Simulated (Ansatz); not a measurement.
# GaP: the cost of one run

All numbers are computed with the Python package of Ansatz 0.2.0. The levels of theory stand in the script.

## Step 1: Starting point

It takes space group F-43m (No. 216, cubic). Conventional cell: a = 5.451 Å, b = 5.451 Å, c = 5.451 Å, α = 90.00°, β = 90.00°, γ = 90.00°. Ga (site symmetry -43m) has 4 P at 2.36 Å as nearest neighbours. P (site symmetry -43m) has 4 Ga at 2.36 Å as nearest neighbours.

Input file POSCAR:

```text
GaP
1.0
   0.00000000    2.72525000    2.72525000
   2.72525000    0.00000000    2.72525000
   2.72525000    2.72525000    0.00000000
Ga P
1 1
Direct
   0.00000000    0.00000000    0.00000000
   0.25000000    0.25000000    0.25000000
```

## Step 2: Script

Contents of gap_lattice.py:

```python
'''Relaxed cell of GaP under several functionals.'''

import ansatz as az
from ase.io import read
import numpy as np

def edges_and_angles(cell):
    cell = np.asarray(cell)
    a, b, c = np.linalg.norm(cell, axis=1)
    cosines = cell[1] @ cell[2] / (b * c), cell[0] @ cell[2] / (a * c), cell[0] @ cell[1] / (a * b)
    return (a, b, c, *np.degrees(np.arccos(cosines)))

atoms = read('POSCAR', format='vasp')
gap = az.Crystal.from_ase(atoms)

setup = (
    gap.calculation()
    .eigensolver('davidson', mixed_precision=False)
    .occupations('Fixed')
    .scf(tolerance=1e-06, max_iterations=150, lower_state_search='light')
    .kpoints(6, center='gamma')
    .relax(cell=True)
)

levels = [('revpbe', 'd3bj'), ('pbe', 'none'), ('pbe', 'd3bj'), ('r2scan', 'rvv10')]
print('level            a       b       c    alpha   beta  gamma  V/atom  steps')
for name, dispersion in levels:
    seen = []
    run = setup.functional(name, dispersion=dispersion).session().plan()
    res = run.execute(on_event=lambda e: seen.append(e) if e['event'] == 'relax_step' else None)
    cell = res.lattice.cell_ang
    label = name if dispersion == 'none' else f'{name}+{dispersion}'
    print('{:13s} {:7.4f} {:7.4f} {:7.4f} {:6.2f} {:6.2f} {:6.2f}'.format(label, *edges_and_angles(cell)), f'{abs(np.linalg.det(cell)) / len(res.lattice.sites):7.3f} {len(seen):5d}')
```

## Step 3: What the engine is handed

The package turns the script's settings into the engine's input (first run):

```yaml
crystal:
  lattice:
    - [0.0, 2.72525, 2.72525]
    - [2.72525, 0.0, 2.72525]
    - [2.72525, 2.72525, 0.0]
  atoms:
    - { symbol: Ga, position: [0.0, 0.0, 0.0] }
    - { symbol: P, position: [0.25, 0.25, 0.25] }
kpoints:
  mp_grid:
    grid: [6, 6, 6]
    shift: [0.0, 0.0, 0.0]
hamiltonian:
  xc: revpbe
  dispersion: d3bj
scf:
  max_iter: 150
  convergence:
    dr2_threshold: 1.0e-06
  lower_state_search: light
  occupations:
    method: fixed
  eigensolver:
    kind: davidson
    mixed_precision: false
relax:
  cell: {}
```

## Step 4: The run

Run with:

```
$ python gap_lattice.py
```

**Question.** How long does this script take on 1 thread of Intel Xeon Platinum 8259CL at 2.50GHz (Skylake/Cascade Lake), shared host, and how much memory does it need?

About 31 s, with a peak of 0.62 GiB.
